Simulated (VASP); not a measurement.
# KCl (Fm-3m) in VASP: a series of runs

Runs on KCl. Level: r2SCAN. Tasks: single point, relaxation of cell and atoms.

All numbers are computed with VASP 6.6.1; they aren't measurements. Logs are shortened: lines on timing, memory, paths and dates and some standing lists are left out, and cuts for length are marked.

**Measured values to compare with.**

A printed reference work, monograph reports, for a bulk crystal of KCl: band gap 8.68 eV.

The results are compared with them further down.

**1. The cell of the first run**

It takes space group Fm-3m (No. 225, cubic). The conventional cell has a = 6.293 Å, b = 6.293 Å, c = 6.293 Å, α = 90.00°, β = 90.00°, γ = 90.00°. K (site symmetry m-3m) has 6 Cl at 3.15 Å within 4.1 Å. Within 4.1 Å of Cl (site symmetry m-3m) lie 6 K at 3.15 Å.

**2. Single point, r2SCAN**

The input, POSCAR:

```
KCl
1.0
    0.0000000000      3.1462892362      3.1462892362
    3.1462892362      0.0000000000      3.1462892362
    3.1462892362      3.1462892362      0.0000000000
K Cl
1 1
Direct
    0.0000000000      0.0000000000      0.0000000000
    0.5000000000      0.5000000000      0.5000000000
```

The input, INCAR.step1:

```
SYSTEM = KCl
  PREC = Accurate
  ENCUT = 520
  ISMEAR = -1
  SIGMA = 0.1
  LREAL = .False.
  LASPH = .True.
  NELM = 100
  NBANDS = 15
  GGA = PE
  ALGO = Normal
  EDIFF = 1E-4
  LWAVE = .True.
  LCHARG = .False.
```

The input, INCAR.step2:

```
SYSTEM = KCl
  PREC = Accurate
  ENCUT = 520
  EDIFF = 1E-7
  ISMEAR = -1
  SIGMA = 0.1
  LREAL = .False.
  LASPH = .True.
  NELM = 100
  ALGO = Normal
  ISIF = 2
  LWAVE = .False.
  LCHARG = .False.
  METAGGA = R2SCAN
  LMIXTAU = .True.
  NBANDS = 15
  ISTART = 1
```

The input, KPOINTS:

```
Automatic mesh
0
Gamma
  7 7 7
  0 0 0
```

Potentials or basis: VASP PAW PBE potentials, release 64 (K_sv, Cl).

Started as:

```sh
$ cat potpaw_PBE.64/K_sv/POTCAR potpaw_PBE.64/Cl/POTCAR > POTCAR
$ cp INCAR.step1 INCAR
$ mpirun -np 1 vasp_std > vasp.out
$ cp INCAR.step2 INCAR
$ mpirun -np 1 vasp_std > vasp.out
```

OUTCAR:

```text
SYSTEM = KCl
   PREC = Accurate
   ENCUT = 520
   EDIFF = 1E-7
   ISMEAR = -1
   LREAL = .False.
   LASPH = .True.
   NELM = 100
   ISIF = 2
   METAGGA = R2SCAN
   ISTART = 1

 ion  position               nearest neighbor table
   1  0.000  0.000  0.000-   2 3.15   2 3.15   2 3.15   2 3.15   2 3.15   2 3.15
   2  0.500  0.500  0.500-   1 3.15   1 3.15   1 3.15   1 3.15   1 3.15   1 3.15

  LATTYP: Found a face centered cubic cell.
 ALAT       =     6.2925784724

  Lattice vectors:

 A1 = (   0.0000000000,   3.1462892362,   3.1462892362)
 A2 = (   3.1462892362,   0.0000000000,   3.1462892362)
 A3 = (   3.1462892362,   3.1462892362,   0.0000000000)

Analysis of symmetry for initial positions (statically):
=====================================================================
 Subroutine PRICEL returns:
 Original cell was already a primitive cell.

 Routine SETGRP: Setting up the symmetry group for a
 face centered cubic supercell.

 Subroutine GETGRP returns: Found 48 space group operations
 (whereof 48 operations were pure point group operations)
 out of a pool of 48 trial point group operations.

The static configuration has the point symmetry O_h .

Analysis of symmetry for dynamics (positions and initial velocities):
=====================================================================
 Subroutine PRICEL returns:
 Original cell was already a primitive cell.

 Routine SETGRP: Setting up the symmetry group for a
 face centered cubic supercell.

 Subroutine GETGRP returns: Found 48 space group operations
 (whereof 48 operations were pure point group operations)
 out of a pool of 48 trial point group operations.

The dynamic configuration has the point symmetry O_h .

 Subroutine INISYM returns: Found 48 space group operations
 (whereof 48 operations are pure point group operations),
 and found     1 'primitive' translations

----------------------------------------------------------------------------------------

                                     Primitive cell

  volume of cell :      62.2911

  direct lattice vectors                    reciprocal lattice vectors
     0.000000000  3.146289236  3.146289236    -0.158917367  0.158917367  0.158917367
     3.146289236  0.000000000  3.146289236     0.158917367 -0.158917367  0.158917367
     3.146289236  3.146289236  0.000000000     0.158917367  0.158917367 -0.158917367

  length of vectors
     4.449524909  4.449524909  4.449524909     0.275252953  0.275252953  0.275252953

  position of ions in fractional coordinates (direct lattice)
     0.000000000  0.000000000  0.000000000
     0.500000000  0.500000000  0.500000000

  ion indices of the primitive-cell ions
   primitive index   ion index
                 1           1
                 2           2

----------------------------------------------------------------------------------------

 KPOINTS: Automatic mesh

Automatic generation of k-mesh.
 Grid dimensions read from file:
 generate k-points for:    7    7    7

 Generating k-lattice:

  Cartesian coordinates                     Fractional coordinates (reciprocal lattice)
    -0.022702481  0.022702481  0.022702481     0.142857143  0.000000000  0.000000000
     0.022702481 -0.022702481  0.022702481     0.000000000  0.142857143  0.000000000
     0.022702481  0.022702481 -0.022702481     0.000000000  0.000000000  0.142857143

  Length of vectors
     0.039321850  0.039321850  0.039321850

  Shift w.r.t. Gamma in fractional coordinates (k-lattice)
     0.000000000  0.000000000  0.000000000

 Subroutine IBZKPT returns following result:
 ===========================================

 Found     20 irreducible k-points:

 Following reciprocal coordinates:
            Coordinates               Weight
  0.000000  0.000000  0.000000      1.000000
  0.142857  0.000000  0.000000      8.000000
  0.285714  0.000000  0.000000      8.000000
  0.428571  0.000000  0.000000      8.000000
  0.142857  0.142857  0.000000      6.000000
  0.285714  0.142857  0.000000     24.000000
[... 12 lines left out ...]
 -0.428571  0.428571  0.142857     24.000000
 -0.285714  0.428571  0.142857     24.000000
   k-points           NKPTS =     20   k-points in BZ     NKDIM =     20   number of bands    NBANDS=     15
   number of dos      NEDOS =    301   number of ions     NIONS =      2
   total plane-waves  NPLWV =  46656
   dimension x,y,z NGX =    36 NGY =   36 NGZ =   36
   dimension x,y,z NGXF=    72 NGYF=   72 NGZF=   72
   ions per type =               1   1
   NGX,Y,Z   is equivalent  to a cutoff of  13.45, 13.45, 13.45 a.u.
   NGXF,Y,Z  is equivalent  to a cutoff of  26.90, 26.90, 26.90 a.u.
 SYSTEM =  KCl
   PREC   = accura    normal or accurate (medium, high low for compatibility)
   ISTART =      1    job   : 0-new  1-cont  2-samecut
   ICHARG =      0    charge: 1-file 2-atom 10-const
   ISPIN  =      1    spin polarized calculation?
   LNONCOLLINEAR =      F non collinear calculations
   LSORBIT =      F    spin-orbit coupling
   LASPH  =      T    aspherical Exc in radial PAW
   ENCUT  =  520.0 eV  38.22 Ry    6.18 a.u.   8.27  8.27  8.27*2*pi/ulx,y,z
   NELM   =    100;   NELMIN=  2; NELMDL=  0     # of ELM steps
   EDIFF  = 0.1E-06   stopping-criterion for ELM
   LREAL  =      F    real-space projection
   EDIFFG = 0.1E-05   stopping-criterion for IOM
   NSW    =      0    number of steps for IOM
   IBRION =     -1    ionic relax: 0-MD 1-quasi-New 2-CG
   NFREE  =      0    steps in history (QN), initial steepest desc. (CG)
   ISIF   =      2    stress and relaxation
   ISYM   =      2    0-nonsym 1-usesym 2-fastsym
   POTIM  = 0.5000    time-step for ionic-motion
   TEBEG  =    0.0;   TEEND  =   0.0 temperature during run
   PSTRESS=    0.0 pullay stress
   NELECT =      16.0000    total number of electrons
   NUPDOWN=      -1.0000    fix difference up-down
   EMIN   =  10.00;   EMAX   =-10.00  energy-range for DOS
   EFERMI =   0.00;   METHOD = LEGACY
   ISMEAR =    -1;   SIGMA  =   0.10  broadening in eV -4-tet -1-fermi 0-gaus
   EFERMI_NEDOS =   21; number of points for ismear=-14 and -15
   IALGO  =     38    algorithm
   IMIX   =      4    mixing-type and parameters
     AMIX     =   0.40;   BMIX     =  1.00
     AMIX_MAG =   1.60;   BMIX_MAG =  1.00
  volume/ion in A,a.u.               =      31.15       210.18
  Fermi-wavevector in a.u.,A,eV,Ry     =   1.040654  1.966550 14.734564  1.082960
  Thomas-Fermi vector in A             =   2.175239
   LORBIT       =      0    0 simple, 1 ext, 2 COOP (PROOUT), +10 PAW based schemes
   METAGGA = R2SCAN    functional components
   LHFCALC =     F    Hartree Fock is set to
   AEXX    =    0.0000 exact exchange contribution
   IVDW    =     0    specifies the selected vdW correction
   LEPSILON=     F    determine dielectric tensor
   LRPA    =     F    only Hartree local field effects (RPA)
 non-spin polarized calculation
  energy-cutoff  :      520.00
  volume of cell :       62.29
 maximum number of plane-waves:      1693
 NGX is ok and might be reduce to    36
   NGX = 17   NGY = 17   NGZ = 17

 number of electron      16.0000001 magnetization

 Free energy of the ion-electron system (eV)
  ---------------------------------------------------
  ext. energy  EPLUGINS =         0.00000000
  ---------------------------------------------------
  free energy    TOTEN  =       -16.50653850 eV

  energy without entropy =      -16.50653850  energy(sigma->0) =      -16.50653850

 E-fermi :   0.0249     XC(G=0):  -7.9542

 val. band max:       -2.2635317091   @ k =   0.0000   0.0000   0.0000
 cond. band min:       3.5667353490   @ k =   0.0000   0.0000   0.0000
 fundamental gap:      5.8302670581
 Fermi energy:         0.0249469153

 k-point     1 :       0.0000    0.0000    0.0000
  band No.  band energies     occupation
      1     -30.5318      2.00000
      2     -14.9338      2.00000
      3     -13.2231      2.00000
      4     -13.2231      2.00000
      5     -13.2231      2.00000
      6      -2.2635      2.00000
      7      -2.2635      2.00000
      8      -2.2635      2.00000
      9       3.5667      0.00000
     10       6.7705      0.00000
     11       6.7705      0.00000
     12       6.7705      0.00000
     13       7.8136      0.00000
     14       7.8136      0.00000
     15      11.1079      0.00000

 k-point     2 :       0.1429    0.0000    0.0000
  band No.  band energies     occupation
      1     -30.5298      2.00000
      2     -14.9671      2.00000
      3     -13.2246      2.00000
      4     -13.2246      2.00000
      5     -13.1788      2.00000
      6      -2.4982      2.00000
      7      -2.3273      2.00000
      8      -2.3273      2.00000
      9       4.0461      0.00000
     10       6.5889      0.00000
     11       7.0361      0.00000
     12       7.0361      0.00000
     13       8.0988      0.00000
     14       8.0988      0.00000
     15      11.9132      0.00000

 k-point     3 :       0.2857    0.0000    0.0000
  band No.  band energies     occupation
      1     -30.5254      2.00000
      2     -15.0365      2.00000
      3     -13.2281      2.00000
      4     -13.2281      2.00000
      5     -13.0840      2.00000
      6      -2.9517      2.00000
      7      -2.4647      2.00000
      8      -2.4647      2.00000
      9       5.0861      0.00000
     10       6.5154      0.00000
     11       7.7804      0.00000
     12       7.7804      0.00000
     13       8.8614      0.00000
     14       8.8614      0.00000
     15      11.8851      0.00000
[... 271 lines left out ...]
 k-point    19 :      -0.4286    0.4286    0.1429
  band No.  band energies     occupation
      1     -30.5189      2.00000
      2     -14.9073      2.00000
      3     -13.3200      2.00000
      4     -13.2903      2.00000
      5     -13.1856      2.00000
      6      -2.9142      2.00000
      7      -2.6191      2.00000
      8      -2.5842      2.00000
      9       5.3840      0.00000
     10       6.9653      0.00000
     11       8.0350      0.00000
     12       9.1163      0.00000
     13       9.3424      0.00000
     14      10.0500      0.00000
     15      10.5881      0.00000

 k-point    20 :      -0.2857    0.4286    0.1429
  band No.  band energies     occupation
      1     -30.5185      2.00000
      2     -14.9321      2.00000
      3     -13.3253      2.00000
      4     -13.2904      2.00000
      5     -13.1415      2.00000
      6      -2.8417      2.00000
      7      -2.7756      2.00000
      8      -2.6276      2.00000
      9       6.0078      0.00000
     10       6.7329      0.00000
     11       8.1812      0.00000
     12       8.5264      0.00000
     13       9.9223      0.00000
     14      10.1366      0.00000
     15      10.9919      0.00000

------------------------ aborting loop because EDIFF is reached ----------------------------------------

  FORCE on cell =-STRESS in cart. coord.  units (eV):
  Direction    XX          YY          ZZ          XY          YZ          ZX
  --------------------------------------------------------------------------------------
  -------------------------------------------------------------------------------------
  Total       -0.0090601     -0.0090601     -0.0090601      0.0000000      0.0000000     -0.0000000
  in kB       -0.2330325     -0.2330325     -0.2330325      0.0000000      0.0000000     -0.0000000
  external PRESSURE =      -0.2330325 kB  Pullay stress =       0.0000000 kB

 VOLUME and BASIS-vectors are now :
 -----------------------------------------------------------------------------
  energy-cutoff  :      520.00
  volume of cell :       62.29
      direct lattice vectors                 reciprocal lattice vectors
     0.000000000  3.146289236  3.146289236    -0.158917367  0.158917367  0.158917367
     3.146289236  0.000000000  3.146289236     0.158917367 -0.158917367  0.158917367
     3.146289236  3.146289236  0.000000000     0.158917367  0.158917367 -0.158917367

 POSITION                                       TOTAL-FORCE (eV/Angst)
 -----------------------------------------------------------------------------------
      0.00000      0.00000      0.00000         0.000000     -0.000000      0.000000
      3.14629      3.14629      3.14629        -0.000000      0.000000     -0.000000
 -----------------------------------------------------------------------------------
    total drift:                                0.000000      0.000000      0.000000

  FREE ENERGIE OF THE ION-ELECTRON SYSTEM (eV)
  ---------------------------------------------------
  free  energy   TOTEN  =       -16.5065384983 eV

  energy  without entropy=      -16.5065384981  energy(sigma->0) =      -16.50653850
```

Run time: 3.2 min. Hardware: 1 thread of Intel Xeon 8259CL, shared host; peak memory 0.22 GiB.

Results:

| Quantity | Value |
| --- | --- |
| Free energy | -16.5065 eV |
| Pressure | 0.0 GPa |
| Band gap on the k mesh | 5.83 eV |

Caveat: the PAW data sets were made with another functional, which shifts forces and pressure a little; an odd mesh through Γ misses points on the zone boundary, where band edges can lie.

**3. Relaxation of cell and atoms, r2SCAN**

This run uses another cell than the first one, of 31.70 Å³/atom.

The input, POSCAR:

```
KCl
1.0
    0.0000000000      3.1649811200      3.1649811200
    3.1649811200      0.0000000000      3.1649811200
    3.1649811200      3.1649811200      0.0000000000
K Cl
1 1
Direct
    0.0000000000      0.0000000000      0.0000000000
    0.5000000000      0.5000000000      0.5000000000
```

The input, INCAR.step1:

```
PREC = Accurate ; ENCUT = 600
ISMEAR = -1 ; SIGMA = 0.1
LREAL = F ; LASPH = T
NELM = 100 ; GGA = PE
ALGO = Normal ; EDIFF = 1E-4
LWAVE = T ; LCHARG = F
```

The input, INCAR.step2:

```
PREC = Accurate ; ENCUT = 600
EDIFF = 1E-7 ; ISMEAR = -1
SIGMA = 0.1 ; LREAL = F
LASPH = T ; NELM = 100
ALGO = Normal ; ISIF = 3
LWAVE = F ; LCHARG = F
METAGGA = R2SCAN ; LMIXTAU = T
IBRION = 2 ; NSW = 100
EDIFFG = -0.03 ; ISTART = 1
```

The input, KPOINTS:

```
regular mesh
0
Gamma
  7 7 7
```

Potentials or basis: VASP PAW PBE potentials, release 64 (K_sv, Cl).

Started as:

```sh
$ cat potpaw_PBE.64/K_sv/POTCAR potpaw_PBE.64/Cl/POTCAR > POTCAR
$ cp INCAR.step1 INCAR
$ mpirun -np 1 vasp_std > vasp.out
$ cp INCAR.step2 INCAR
$ mpirun -np 1 vasp_std > vasp.out
```

It took 4.3 min on 1 thread of Intel Xeon 8259CL, shared host; peak memory 0.23 GiB.

It converged, with:

```yaml
Free_energy: -16.5076 eV
Relaxed_volume: 31.43 Å³/atom
Relaxed_cell: a = 4.463 Å, b = 4.463 Å, c = 4.463 Å, α = 60.00°, β = 60.00°, γ = 60.00°
Space_group_after_relaxing_to_0.1_Å: Fm-3m (No. 225)
Energy_gained_by_relaxing: 0.4 meV/atom
Ionic_steps: 2
Pressure_after_relaxing: -0.1 GPa
Band_gap_on_the_k_mesh: 5.80 eV
```

The path:
```csv
step,energy change (eV),largest force (eV/Å),pressure (GPa),volume (Å³)
1,0.0000,0.0000,-0.31,63.41
2,-0.0008,0.0000,-0.15,62.85
```

Final structure:
```cif
data_structure
_symmetry_space_group_name_H-M 'P 1'
_symmetry_Int_Tables_number 1
_cell_length_a 4.4628
_cell_length_b 4.4628
_cell_length_c 4.4628
_cell_angle_alpha 60.000
_cell_angle_beta 60.000
_cell_angle_gamma 60.000
_cell_volume 62.85
loop_
_atom_site_label
_atom_site_type_symbol
_atom_site_fract_x
_atom_site_fract_y
_atom_site_fract_z
_atom_site_occupancy
K1 K 0.00000 0.00000 0.00000 1
Cl1 Cl 0.50000 0.50000 0.50000 1
```

Levels at points of the mesh, in eV from the valence-band top:
| k point | band 4 | band 5 | band 6 | band 7 | band 8 | band 9 | band 10 | band 11 | band 12 |
| --- | --- | --- | --- | --- | --- | --- | --- | --- | --- |
| (0.00, 0.00, 0.00) | -10.98 | -10.98 | 0.00 | 0.00 | 0.00 | 5.80 | 9.03 | 9.03 | 9.03 |

Caveat: the PAW data sets were made with another functional, which shifts forces and pressure a little; an odd mesh through Γ misses points on the zone boundary, where band edges can lie. r2SCAN opens gaps a little over a GGA but as a rule still falls short of measured ones.

**4. Comparison with measurements**

Step 2. Against the measured gap of KCl, 8.68 eV (a printed reference work, monograph), the calculated 5.83 eV is off by -2.85 eV. The value is that of r2SCAN on a finite k mesh, which can miss the band edges, without temperature or zero-point motion.
